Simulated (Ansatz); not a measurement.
**BN: the band gap up the ladder of functionals**

The task here is to estimate one member of a computed series from the others.

Program: Ansatz 0.2.0. PAW datasets, plane waves. Spin-unpolarised throughout; all numbers are computed.

### The system as given

The cell was relaxed beforehand with r2SCAN+rVV10.

The symmetry is R3m (No. 160, trigonal); a = 2.500 Å, c = 9.760 Å in the conventional setting, 8.81 Å³ an atom. B has 3 N at 1.44 Å; N has 3 B at 1.44 Å.

Coordinates:

```
B N
1.0
     1.25012    0.72176    3.25333
    -1.25012    0.72176    3.25333
     0.00000   -1.44352    3.25333
B N
1 1
Direct
  0.99969 0.99969 0.99969
  0.33274 0.33274 0.33274
```

The first run:

Contents of input.yaml:

```yaml
crystal:
  lattice:
    - [1.2501241118, 0.7217594925, 3.2533303814]
    - [-1.2501241118, 0.7217594925, 3.2533303814]
    - [0.0, -1.443518985, 3.2533303814]
  atoms:
    - { symbol: B, position: [0.999688083, 0.999688083, 0.999688083] }
    - { symbol: "N", position: [0.332744917, 0.332744917, 0.332744917] }
kpoints:
  mp_grid: { grid: [12, 12, 12] }
  band_path:
    path:
      - [[0.0, 0.0, 0.0], [-0.5, -0.5, -0.5], [-0.5, -0.1994790224479, -0.8005209775521]]
      - [[-0.1994790224479, 0.1994790224479, -0.5], [-2.009749626849e-16, -1.302959697634e-16, -0.5], [0.0, 0.0, 0.0], [-2.054614285516e-16, 0.349739511224, -0.349739511224]]
      - [[-0.349739511224, -8.357911547577e-17, -0.650260488776], [-0.5, -5.940924413017e-17, -0.5], [0.0, 0.0, 0.0]]
    npoints: 10
hamiltonian:
  xc: pbe
scf:
  occupations: { method: fermi_dirac, width: 0.02 }
  n_extra_bands: 4
output:
  forces: true
  stress: true
  eigenvalues: true
  write_density: true
  write_potential: true
  elf: true
  volumetric_format: npy
```

Command:

```
ansatz run input.yaml --threads 4 --pin off --max-ram 7372MiB --backend cpu --events-out ev --progress --plain --runs-dir out
```

Among the steps run: PBE band path; r2SCAN; HSE06; Single point with PBE0; Single point with LDA; Quasiparticle levels, G0W0@PBE; One-shot GW from PBE; DDH-PBE0; Single point with LC-ωPBE; Hartree-Fock at the same geometry.

One of the session's tables, all rows but one given; the rest of the session is left out.

```
                     level  gap (eV)
                       PBE      4.15
                    r2SCAN      4.65
                     HSE06      5.40
                      PBE0      6.14
                       LDA      3.95
 G0W0@PBE (52 empty bands)      5.61
G0W0@PBE (130 empty bands)      5.76
                  DDH-PBE0      6.07
                   LC-ωPBE     10.75
              Hartree-Fock         ?
```

**Question.** Estimate the row for Hartree-Fock.

The run gave: gap (eV): 12.84. In the column «gap (eV)» it is the highest.

Meshes: PBE 12×12×12, r2SCAN 12×12×12, HSE06 8×8×8, PBE0 8×8×8, LDA 12×12×12, DDH-PBE0 8×8×8, LC-ωPBE 8×8×8, Hartree-Fock 8×8×8.

PBE reaches 72 % of the G0W0@PBE value, and r2SCAN 81 %. PBE0 lies 0.74 eV above HSE06, which differs from it by screening the long-range exchange. Hartree-Fock lies above G0W0@PBE by 7.1 eV. G0W0 values are finite-basis, finite-mesh values.

Limits of these values: Warnings in the runs' records: stress scf threshold loose, stress exchange threshold loose.
